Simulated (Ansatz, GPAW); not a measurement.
This is a calculation of InAs for GPAW 26.7.0 (ASE script). 

The input run.py:

```python
from ase.dft.bandgap import bandgap
from ase.io import read, write
from ase.units import Bohr, GPa
from gpaw import GPAW, PW
from gpaw.elf import elf_from_dft_calculation

atoms = read('POSCAR')

calc = GPAW(mode=PW(600),
            xc='PBE',
            kpts={'size': (8, 8, 8), 'gamma': True},
            occupations={'name': 'methfessel-paxton', 'order': 0, 'width': 0.015},
            nbands=18,
            convergence={'density': 1e-05, 'energy': 1e-05},
            maxiter=150,
            txt='gpaw.txt')
atoms.calc = calc
energy = atoms.get_potential_energy()
forces = atoms.get_forces()
stress = atoms.get_stress()
calc.write('gs.gpw')
write('result.traj', atoms)
print(f'Energy: {energy:.6f} eV')
print('Forces (eV/A):')
print(forces.round(4))
print('Stress (GPa):', (stress / GPa).round(3))
print('Fermi level:', round(calc.get_fermi_level(), 4), 'eV')
print(f'Gap: {bandgap(calc)[0]:.4f} eV, direct: {bandgap(calc, direct=True)[0]:.4f} eV')

# fields on the real-space grid
write('density.cube', atoms, data=calc.get_pseudo_density() * Bohr**3)
write('potential.cube', atoms, data=calc.get_electrostatic_potential())
write('elf.cube', atoms, data=elf_from_dft_calculation(calc).data)
```

File POSCAR:

```
InAs
1.0
    0.0000000000      3.0180000000      3.0180000000
    3.0180000000      0.0000000000      3.0180000000
    3.0180000000      3.0180000000      0.0000000000
In As
1 1
Direct
    0.0000000000      0.0000000000      0.0000000000
    0.7500000000      0.7500000000      0.7500000000
```

Potentials or basis: GPAW PAW data sets (gpaw-data 1.2.1), pw.

Command:

```sh
$ OMP_NUM_THREADS=1 python run.py
```

Task: What does the same run look like in Ansatz 0.2.0? Potentials or basis there: all-electron LAPW, scalar-relativistic.

Result: As run (cutoffs and basis follow the program's own potentials, and thresholds, step limits or extra output files can differ):

The input input.yaml:

```yaml
crystal:
  lattice:
    - [0.0, 3.018, 3.018]
    - [3.018, 0.0, 3.018]
    - [3.018, 3.018, 0.0]
  atoms:
    - { symbol: In, position: [0.0, 0.0, 0.0] }
    - { symbol: As, position: [0.75, 0.75, 0.75] }
kpoints:
  mp_grid: { grid: [8, 8, 8] }
scf:
  occupations: { method: gaussian, width: 0.015 }
hamiltonian:
  xc: pbe
  pseudopotentials: { kind: all_electron, lapw: { basis_error: 0.001 } }
output:
  forces: true
  stress: true
  eigenvalues: true
```

Potentials or basis: all-electron LAPW, scalar-relativistic.

The run is started by

```sh
$ ansatz run input.yaml --threads 1 --pin off --max-ram 3072MiB --backend cpu --events-out ev --progress --plain --runs-dir out
```

Both were run:

|  | GPAW | Ansatz |
| --- | --- | --- |
| Pressure | 4.0 GPa | 4.3 GPa |

Where Ansatz's input types no cutoff or centring, it takes its own default and a Γ-centred mesh.

Pressure is positive in compression.
